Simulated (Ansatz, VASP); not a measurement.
This is a calculation of InAs for Ansatz 0.2.0. 

File input.yaml:

```yaml
crystal:
  lattice:
    - [0.0, 3.018, 3.018]
    - [3.018, 0.0, 3.018]
    - [3.018, 3.018, 0.0]
  atoms:
    - { symbol: In, position: [0.0, 0.0, 0.0] }
    - { symbol: As, position: [0.75, 0.75, 0.75] }
hamiltonian:
  xc: blyp
  pseudopotentials: { kind: paw }
  dispersion: d3bj
kpoints:
  mp_grid: { grid: [8, 8, 8] }
scf:
  occupations: { method: fermi_dirac, width: 0.05 }
output:
  forces: true
  stress: true
  write_density: true
  write_potential: true
  elf: true
  volumetric_format: npy
relax:
  f_tol: 0.01
  max_steps: 40
  cell: { stress_tol: 0.05 }
```

Potentials or basis: Ansatz PAW.

Run with:

```bash
$ ansatz run input.yaml --threads 2 --pin off --max-ram 5632MiB --backend cpu --events-out ev --progress --plain --runs-dir out
```

Q: Set up the same calculation for VASP 6.6.1. Potentials or basis there: PBE PAW files As, In_d, 600 eV.

A: As run (cutoffs and basis follow the program's own potentials, and thresholds, step limits or extra output files can differ):

INCAR

```
  AGGAC = 1.0
  AGGAX = 1.0
  ALDAC = 0.0
  ALDAX = 1.0
  ALGO = Fast
  EDIFF = 1E-7
  EDIFFG = -0.005
  ENCUT = 600
  GGA = B5
  IBRION = 2
  ISIF = 3
  ISMEAR = -1
  IVDW = 12
  LASPH = T
  LCHARG = F
  LREAL = F
  LWAVE = F
  NELM = 60
  NSW = 40
  PREC = Accurate
  SIGMA = 0.05
  VDW_A1 = 0.4298
  VDW_A2 = 4.2359
  VDW_S6 = 1.0
  VDW_S8 = 2.6996
```

The input KPOINTS:

```
k-points
0
Gamma
  8 8 8
```

POSCAR

```
InAs
1.0
    0.0000000000      3.0180000000      3.0180000000
    3.0180000000      0.0000000000      3.0180000000
    3.0180000000      3.0180000000      0.0000000000
In As
1 1
Direct
    0.0000000000      0.0000000000      0.0000000000
    0.7500000000      0.7500000000      0.7500000000
```

Potentials or basis: VASP PAW PBE potentials, release 64 (In_d, As).

Launch:

```console
$ cat potpaw_PBE.64/In_d/POTCAR potpaw_PBE.64/As/POTCAR > POTCAR
$ mpirun -np 1 vasp_std > vasp.out
```

Both were run:

|  | Ansatz | VASP |
| --- | --- | --- |
| Relaxed volume | 28.70 Å³/atom | 28.76 Å³/atom |
| Relaxed cell | a = 4.330 Å, b = 4.330 Å, c = 4.330 Å, α = 60.00°, β = 60.00°, γ = 60.00° | a = 4.333 Å, b = 4.333 Å, c = 4.333 Å, α = 60.00°, β = 60.00°, γ = 60.00° |
| Space group after relaxing | F-43m (No. 216) | F-43m (No. 216) |
| Pressure after relaxing | 0.0 GPa | 0.0 GPa |

Ansatz's pressure holds a Pulay term of +0.03 GPa for its cutoff of 420 eV, which the other run lacks.

The potentials hold 28 and 18 valence electrons a cell.

Ansatz's potentials were made for PBE. VASP's potentials were made for PBE.

Where Ansatz's input types no cutoff or centring, it takes its own default and a Γ-centred mesh.

Pressure is positive in compression.
